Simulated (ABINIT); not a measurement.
Si2Mo:

```
Mo Si
1.0
    -1.60000    1.60000    3.93050
     1.60000   -1.60000    3.93050
     1.60000    1.60000   -3.93050
Mo Si
1 2
Cartesian
  0.0000 0.0000 0.0000
  0.0000 0.0000 5.2433
  0.0000 0.0000 2.6177
```

| Quantity | Value |
| --- | --- |
| Program | ABINIT 10.8.3 (patched build) |
| Task | relaxation of cell and atoms |
| Functional | PBE |
| Potentials or basis | PseudoDojo NC SR PBE v0.4.1 standard |
| Cutoff | 1088 eV |
| k mesh | 9 × 9 × 9 |
| Occupations | fermi-dirac, width 0.05 eV |
| Spin | no spin polarisation |

At the start: pressure 2.3 GPa; volume 13.42 Å³/atom.

Where does the relaxation end?

Over 9 steps the energy falls by 3.2 meV/atom and the volume is 13.59 Å³/atom (+1.3 %); space group I4/mmm (No. 139, to 0.05 Å).

The path:
```csv
step,energy change (eV),largest force (eV/Å),pressure (GPa),volume (Å³)
1,0.0000,0.3029,2.35,40.25
2,-0.0050,0.2582,0.88,40.54
3,-0.0082,0.1550,-0.52,40.84
4,-0.0091,0.0891,-0.56,40.86
5,-0.0096,0.0120,-0.20,40.80
6,-0.0096,0.0011,-0.02,40.77
7,-0.0097,0.0001,0.04,40.76
8,-0.0097,0.0002,0.02,40.76
9,-0.0097,0.0001,0.00,40.76
```

Final structure:
```
Mo Si
1.0
    -1.60908    1.60908    3.93593
     1.60908   -1.60908    3.93593
     1.60908    1.60908   -3.93593
Mo Si
1 2
Direct
  0.00000 0.00000 0.00000
  0.66474 0.66474 0.00000
  0.33526 0.33526 0.00000
```
